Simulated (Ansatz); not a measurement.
KCl in the wurtzite structure (no longer in that coordination), relaxed with r2SCAN in Ansatz. It is hexagonal, P6_3/mmc (No. 194); conventional cell a = 5.344 Å, c = 6.239 Å, 38.57 Å³ an atom. K has 5 Cl at 3.09–3.12 Å; Cl has 5 K at 3.09–3.12 Å. The cell started from the wurtzite prototype, but the relaxation took it to the higher symmetry P6_3/mmc (No. 194), so the name no longer describes it.

The axes x, y and z are those of this cell:
```
CELL_PARAMETERS angstrom
5.34380 0.00000 0.00000
-2.67190 4.62787 0.00000
0.00000 0.00000 6.23917
ATOMIC_POSITIONS crystal
K 0.33333 0.66667 0.93750
K 0.66667 0.33333 0.43750
Cl 0.33333 0.66667 0.43750
Cl 0.66667 0.33333 0.93750
```

Unstrained: PBE gives a direct gap of 4.770 eV at Γ. With r2SCAN the gap is 5.353 eV and direct, at Γ. The HSE06 gap is direct at Γ: 6.015 eV. Meshes: PBE 6×6×4, r2SCAN 6×6×4, HSE06 6×6×4. Strains are changes of length per length. After each strain the atoms were relaxed again with r2SCAN within the symmetry that the strain leaves, so tilts or polar shifts that break it weren't tested; points keep the names that they have in the unstrained zone. The cell comes from a prototype generator: it can be a known phase or a hypothetical one. Spin polarisation is off.

(1) Apply isotropic +4.37 % on every length. How far does the gap move, against the unstrained cell?

(2) Estimate what epitaxial +4.46 % in the xy plane, free normal strain -0.99 % does to the gap.

Results:

(1) PBE: the gap goes from 4.770 to 4.520 eV (-0.250 eV). r2SCAN: the gap goes from 5.353 to 5.144 eV (-0.209 eV). HSE06: the gap goes from 6.015 to 5.749 eV (-0.266 eV). The r2SCAN energy rises by 25.1 meV an atom.

(2) PBE: the gap goes from 4.770 to 4.611 eV (-0.159 eV). r2SCAN: the gap goes from 5.353 to 5.221 eV (-0.132 eV). HSE06: the gap goes from 6.015 to 5.848 eV (-0.167 eV). The r2SCAN energy rises by 13.4 meV an atom.

The meshes of the hybrids are coarse, so their gaps aren't converged to the digits shown.
